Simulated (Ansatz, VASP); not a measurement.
Two plane-wave programs on CaSe

```
Ca Se
1.0
     0.09892    3.06645    3.06645
     3.06645    0.09892    3.06645
     3.06645    3.06645    0.09892
Ca Se
1 1
Direct
  0.00000 0.00000 0.00000
  0.50000 0.50000 0.50000
```

Change from the starting cell: shear_111 strain +5.0%.

Alike in both runs: task single point; functional r2SCAN; k mesh 8 × 8 × 8; no spin polarisation.

|  | VASP | Ansatz |
| --- | --- | --- |
| version | VASP 6.6.1 | Ansatz 0.2.0 |
| potentials or method | VASP PAW PBE potentials, release 64 (Ca_sv, Se) | plane waves, PAW |
| plane-wave cutoff (eV) | 520 | 500 |
| occupations | gaussian, width 0.01 eV | fixed |
| valence electrons in the cell | 16 | 26 |

Ansatz gave:

```
gap on the k mesh at the Fermi level (eV)       : 2.51
pressure (GPa)                                  : -2.3
largest component of the traceless stress (GPa) : 1.01
```

Problem. Estimate VASP's values.

Solution. gap on the k mesh at the Fermi level (eV): 2.51; pressure (GPa): -2.1; largest component of the traceless stress (GPa): 1.01.

The two sets of potentials don't hold the same shells in valence.

Caveats: the PAW data sets were made with another functional, which shifts forces and pressure a little (VASP). A k mesh can miss the band edges.
